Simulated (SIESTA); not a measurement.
# La2O3 under changes of volume

One of the cells (16.357 Å³/atom); the others are scaled copies at fixed shape and fractional positions:

```
CELL_PARAMETERS angstrom
3.93078 0.00000 0.00000
-1.96539 3.40415 0.00000
0.00000 0.00000 6.11195
ATOMIC_POSITIONS crystal
La 0.33333 0.66667 0.24624
La 0.66667 0.33333 0.75376
O 0.00000 0.00000 0.00000
O 0.33333 0.66667 0.64589
O 0.66667 0.33333 0.35411
```

The cell is a database's computed one.

| Quantity | Value |
| --- | --- |
| Program | SIESTA 5.4.2 |
| Functional | LDA |
| Potentials or basis | PseudoDojo 0.4 standard (PBE and LDA files) |
| Basis | DZP (energy shift 0.003 Ry; two zetas on semicore shells) |
| Grid cutoff | 800 Ry |
| Energy shift | 0.003 Ry |
| k mesh | 6 × 6 × 4 |
| Occupations | fermi-dirac, width 0.05 eV |
| Spin | no spin polarisation |

```csv
volume (Å³/atom),energy over the lowest point (meV/atom),pressure (GPa),gap on the mesh (eV),largest force (eV/Å)
15.375,35.58,11.4,3.59,0.776
15.703,16.47,7.5,3.60,0.571
16.030,4.82,4.0,3.61,0.394
16.357,0.00,0.8,3.59,0.220
16.684,1.38,-2.0,3.56,0.126
17.011,8.23,-4.6,3.53,0.098
17.338,?,?,?,?
```

Question: What does the run at 17.338 Å³/atom give?

Answer: Energy over the lowest point 20.10 meV/atom; pressure -6.9 GPa; gap on the mesh 3.50 eV; largest force 0.234 eV/Å.

Worked out: A Birch-Murnaghan fit of order 3 (a polynomial in V^(-2/3)) to the other rows has its minimum at 16.45 Å³/atom with B0 = V·E''(V) = 147 GPa and B' = 3.9 at fixed shape and positions, which overstates the stiffness. It gives 20.19 meV/atom at 17.338 Å³/atom, against the run's 20.10, and -dE/dV = -7.0 GPa, against -6.9. A parabola through the other rows of the gap, of slope -2.85 eV per unit of ln V there, extrapolates to 3.48 eV, against the run's 3.50.

Energies are extrapolated to zero smearing.

Caveats: the potentials were made for another functional, which shifts forces and pressure; spin-orbit coupling is left out, which moves the levels of the heavy elements; the basis of atomic orbitals isn't converged, which shifts pressures, moduli and gaps.

A mesh can miss the band edges.
